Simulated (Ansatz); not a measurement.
**Cold compression of CdS**

```xyz
2
Lattice="0.0000 2.9430 2.9430 2.9430 0.0000 2.9430 2.9430 2.9430 0.0000" Properties=species:S:1:pos:R:3 pbc="T T T"
Cd    0.0000    0.0000    0.0000
S     4.4144    4.4144    4.4144
```

The base volume is that of a database entry, with shape and atoms relaxed on PAW files at held volume, so it needn't be at zero pressure; the structure needn't be the stable phase, at rest or compressed.

Its volume is scaled, and at each volume shape and atoms are relaxed on PAW files; all methods then take that cell.

All numbers are PBEsol results (scalar-relativistic) from Ansatz 0.2.0, with a Γ-centred 8×8×8 k mesh, Fermi–Dirac smearing of 0.03 eV, no spin polarisation. Methods: LAPW: all electrons, basis error target 1 meV/atom; PAW: frozen-core files, cutoff 420 eV; crystal datasets: all electrons, by PAW datasets that the program makes for each cell.

Energies are extrapolated to zero smearing and count from the unscaled cell; pressure is positive in compression; gaps take the mesh and a band path. No temperature or zero-point motion is included.

The PAW files were made under PBE.

```json
{"V/V0": "1.00", "V (Å³/atom)": "25.49", "P LAPW (GPa)": "-1.78", "ΔE LAPW (eV/atom)": "0.000", "P PAW − LAPW (GPa)": "-0.02", "ΔE PAW − LAPW (meV/atom)": "0.0", "gap (eV)": "0.95", "space group": "F-43m", "shortest distance (Å)": "2.549"}
{"V/V0": "0.85", "V (Å³/atom)": "21.67", "P LAPW (GPa)": "10.91", "ΔE LAPW (eV/atom)": "0.087", "P PAW − LAPW (GPa)": "-0.04", "ΔE PAW − LAPW (meV/atom)": "-0.7", "gap (eV)": "1.26", "space group": "F-43m", "shortest distance (Å)": "2.414"}
{"V/V0": "0.65", "V (Å³/atom)": "16.57", "P LAPW (GPa)": "?", "ΔE LAPW (eV/atom)": "1.070", "P PAW − LAPW (GPa)": "-0.02", "ΔE PAW − LAPW (meV/atom)": "-1.6", "gap (eV)": "1.59", "space group": "F-43m", "shortest distance (Å)": "2.208"}
{"V/V0": "0.55", "V (Å³/atom)": "14.02", "P LAPW (GPa)": "127.0", "ΔE LAPW (eV/atom)": "?", "P PAW − LAPW (GPa)": "0.02", "ΔE PAW − LAPW (meV/atom)": "-1.6", "gap (eV)": "1.61", "space group": "F-43m", "shortest distance (Å)": "2.088"}
```

(1) Give the missing entry: row "0.65", column "P LAPW (GPa)".

(2) Give the missing entry: row "0.55", column "ΔE LAPW (eV/atom)".

(3) From the table, what is the rise of the enthalpy H = E + pV up to the last row, and how stiff is the crystal between the last two rows?

(4) At the smallest volume, how far do crystal datasets lie from LAPW in pressure?

(5) How do the Löwdin populations by LAPW change from the unscaled cell to the last row?

Results:

(1) 61.3.

(2) 2.505.

(3) ΔH = 2.505 eV + (127.0 GPa × 14.02 Å³ + 1.78 GPa × 25.49 Å³) × 0.006242 eV/(GPa·Å³) = 13.90 eV/atom, of which pV makes 82 %. The mean bulk modulus there is −ΔP/Δln V = 393 GPa.

(4) crystal datasets: -0.01 GPa, on a LAPW pressure of 127.0 GPa.

(5) Cd 5s 0.77 → 0.68, Cd 4d 9.98 → 9.90, S 3s 1.88 → 1.76, S 3p 5.18 → 5.38 electrons an atom. These are projections on the shells that the free atoms fill; 0.20 e a cell lies outside them at the start and 0.32 e at the end.
